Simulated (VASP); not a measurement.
Crystal: Cd.

```xyz
2
Lattice="1.9633 1.1335 3.4179 -1.9633 1.1335 3.4179 0.0000 -2.2670 3.4179" Properties=species:S:1:pos:R:3 pbc="T T T"
Cd    0.0000    0.0000    2.3957
Cd    0.0000    0.0000    7.8581
```

The cell was built by a generator and needn't be a form met in nature.

- Program: VASP 6.6.1
- Task: relaxation of cell and atoms
- Functional: PBE
- Potentials or basis: VASP PAW PBE potentials, release 64 (Cd)
- Cutoff: 600 eV
- k mesh: 6 × 6 × 6
- Occupations: gaussian, width 0.1 eV
- Spin: no spin polarisation

At the start: pressure 11.6 GPa; volume 22.82 Å³/atom.

Question: How do energy, volume and symmetry change on relaxing?

Answer: Over 26 steps the energy falls by 336.6 meV/atom and the volume is 23.37 Å³/atom (+2.4 %); space group R-3m (No. 166, to 0.05 Å).

Step by step:
| step | energy change (eV) | largest force (eV/Å) | pressure (GPa) | volume (Å³) |
| --- | --- | --- | --- | --- |
| 1 | 0.0000 | 1.6313 | 11.64 | 45.64 |
| 2 | -0.4144 | 0.3557 | -1.09 | 57.49 |
| 3 | -0.4152 | 0.4004 | -0.70 | 56.63 |
| 4 | -0.4337 | 0.3400 | -0.53 | 55.85 |
| 5 | -0.4652 | 0.0976 | 0.35 | 53.56 |
| 6 | -0.4659 | 0.0288 | 0.64 | 53.06 |
| 7 | -0.4660 | 0.0465 | 0.58 | 53.18 |
| 8 | -0.4698 | 0.0194 | -0.03 | 54.10 |
| 9 | -0.4698 | 0.0290 | -0.13 | 54.25 |
| 10 | -0.4708 | 0.0267 | 0.01 | 54.09 |
| 11 | -0.4748 | 0.0201 | 0.23 | 53.58 |
| 12 | -0.4881 | 0.0026 | 0.62 | 52.52 |
| 13 | -0.5232 | 0.0460 | 0.89 | 50.19 |
| 14 | -0.6252 | 0.2506 | 2.96 | 44.89 |
| 15 | 0.6848 | 0.8645 | 43.94 | 32.60 |
| 16 | -0.6239 | 0.3419 | 4.14 | 43.65 |
| 17 | -0.6269 | 0.3321 | 3.83 | 43.89 |
| 18 | -0.6382 | 0.2983 | 3.25 | 44.30 |
| 19 | -0.6616 | 0.2082 | 1.59 | 45.54 |
| 20 | -0.6691 | 0.0746 | -0.98 | 48.08 |
| 21 | -0.6717 | 0.1107 | -0.26 | 47.26 |
| 22 | -0.6717 | 0.1148 | -0.21 | 47.17 |
| 23 | -0.6717 | 0.1181 | -0.14 | 47.11 |
| 24 | -0.6721 | 0.1042 | -0.13 | 47.07 |
| 25 | -0.6730 | 0.0617 | 0.00 | 46.96 |
| 26 | -0.6732 | 0.0253 | 0.18 | 46.74 |

Final structure:
```
CELL_PARAMETERS angstrom
1.70216 0.98275 4.65640
-1.70216 0.98275 4.65640
0.00000 -1.96549 4.65640
ATOMIC_POSITIONS crystal
Cd 0.25020 0.25020 0.25020
Cd 0.74980 0.74980 0.74980
```
